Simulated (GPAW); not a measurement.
The system is W.

```xyz
1
Lattice="-1.5823 1.5823 1.5823 1.5823 -1.5823 1.5823 1.5823 1.5823 -1.5823" Properties=species:S:1:pos:R:3 pbc="T T T"
W     0.0000    0.0000    0.0000
```

| Quantity | Value |
| --- | --- |
| Program | GPAW 26.7.0 |
| Task | relaxation of cell and atoms |
| Functional | PBE |
| Potentials or basis | GPAW PAW data sets (gpaw-data 1.2.1) |
| Cutoff | 600 eV |
| Basis | pw |
| k mesh | 12 × 12 × 12 |
| Occupations | fermi-dirac, width 0.05 eV |
| Spin | no spin polarisation |

At the start: pressure 5.6 GPa; volume 15.85 Å³/atom.

Question: How do energy, volume and symmetry change on relaxing?

Answer: Over 3 steps the energy falls by 5.1 meV/atom and the volume is 16.13 Å³/atom (+1.8 %); space group Im-3m (No. 229, to 0.05 Å).

Step by step:
```
step  energy change (eV)  largest force (eV/Å)  pressure (GPa)  volume (Å³)
   1              0.0000                0.0000            5.57        15.85
   2             -0.0047                0.0000           -1.74        16.23
   3             -0.0051                0.0000           -0.03        16.13
```

Final structure:
```cif
data_structure
_symmetry_space_group_name_H-M 'P 1'
_symmetry_Int_Tables_number 1
_cell_length_a 2.7571
_cell_length_b 2.7571
_cell_length_c 2.7571
_cell_angle_alpha 109.471
_cell_angle_beta 109.471
_cell_angle_gamma 109.471
_cell_volume 16.13
loop_
_atom_site_label
_atom_site_type_symbol
_atom_site_fract_x
_atom_site_fract_y
_atom_site_fract_z
_atom_site_occupancy
W1 W 0.00000 0.00000 0.00000 1
```

Caveat: later steps reuse the first step's grids.
